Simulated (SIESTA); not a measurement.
**CoO in SIESTA: the effect of functional**

CoO:

```xyz
2
Lattice="-1.5080 1.5080 2.1073 1.5080 -1.5080 2.1073 1.5080 1.5080 -2.1073" Properties=species:S:1:pos:R:3 pbc="T T T"
Co    0.0000    0.0000    0.0000
O     0.0000    0.0000    2.1073
```

Alike in all runs:

| Property | Result |
| --- | --- |
| Program | SIESTA 5.4.2 |
| Task | single point |
| Basis | DZP (energy shift 0.003 Ry; two zetas on semicore shells) |
| Grid cutoff | 800 Ry |
| Energy shift | 0.003 Ry |
| k mesh | 7 × 7 × 7 |
| Occupations | fermi-dirac, width 0.05 eV |
| Spin | collinear spin, ferromagnetic start |
| Starting moments | [2.0, 0.0] μB |

```tsv
functional	potentials or basis	pressure (GPa)	moment (μB)
LDA	PseudoDojo 0.4 standard (LDA files)	-18.1	2.75
PBEsol	PseudoDojo 0.4 standard (PBEsol files)	-8.2	2.97
AM05	PseudoDojo 0.4 standard (PBEsol files)	-8.7	2.93
WC	PseudoDojo 0.4 standard (PBEsol files)	?	?
PBE	PseudoDojo 0.4 standard (PBE files)	1.3	2.98
PW91	PseudoDojo 0.4 standard (PBE files)	0.7	2.98
revPBE	PseudoDojo 0.4 standard (PBE files)	5.5	2.99
RPBE	PseudoDojo 0.4 standard (PBE files)	7.2	2.99
BLYP	PseudoDojo 0.4 standard (PBE files)	8.0	2.85
```

Problem. What does the run with functional WC give?

Solution. Pressure -7.6 GPa; moment 2.97 μB.

Caveats: all runs use coarse meshes; short orbitals over semicore shells can move pressures by several GPa; the basis of atomic orbitals isn't converged, which shifts pressures, moduli and gaps; a cell with one magnetic atom can't hold antiferromagnetic order, which such compounds often take; the potentials were made for another functional, which shifts forces and pressure (some runs).
